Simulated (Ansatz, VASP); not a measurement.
# In in VASP and in Ansatz

```
CELL_PARAMETERS angstrom
3.33548 0.00000 0.00000
-1.66774 2.88861 0.00000
0.00000 0.00000 5.50914
ATOMIC_POSITIONS crystal
In 0.66667 0.33333 0.75000
In 0.33333 0.66667 0.25000
```

This isn't the form of In at room conditions, which is tetragonal.

Alike in both runs: task relaxation of cell and atoms; functional RPBE; k mesh 7 × 7 × 4; occupations methfessel-paxton of order 1, width 0.2 eV; spin-orbit coupling, no magnetisation.

|  | VASP | Ansatz |
| --- | --- | --- |
| version | VASP 6.6.1 | Ansatz 0.2.0 |
| potentials or method | VASP PAW PBE potentials, release 54 (In) | Ansatz PAW |
| plane-wave cutoff (eV) | 580 | 420 |
| valence electrons in the cell | 6 | 26 |

Ansatz gave:

* gap on the k mesh at the Fermi level, each at its own relaxed structure (eV): none
* relaxed volume (Å³/atom): 28.65
* relaxed cell length with the largest relative difference (Å): 5.635
* energy change over the relaxation (meV/atom): -17

**Question.** Which values does VASP return?

**Answer.** gap on the k mesh at the Fermi level, each at its own relaxed structure (eV): none; relaxed volume (Å³/atom): 28.57; relaxed cell length with the largest relative difference (Å): 5.629; energy change over the relaxation (meV/atom): -17.

A gap of «none» marks a metal or a gap that the smearing closes. The two sets of potentials don't hold the same shells in valence.

Caveats: the PAW data sets were made with another functional, which shifts forces and pressure a little (VASP); the plane-wave basis is chosen anew once the cell has moved, so the energies of steps on either side of that aren't comparable (Ansatz); the PAW data sets come from PBE, with cores solved anew for the run's functional, which leaves a small shift of forces and pressure (Ansatz).
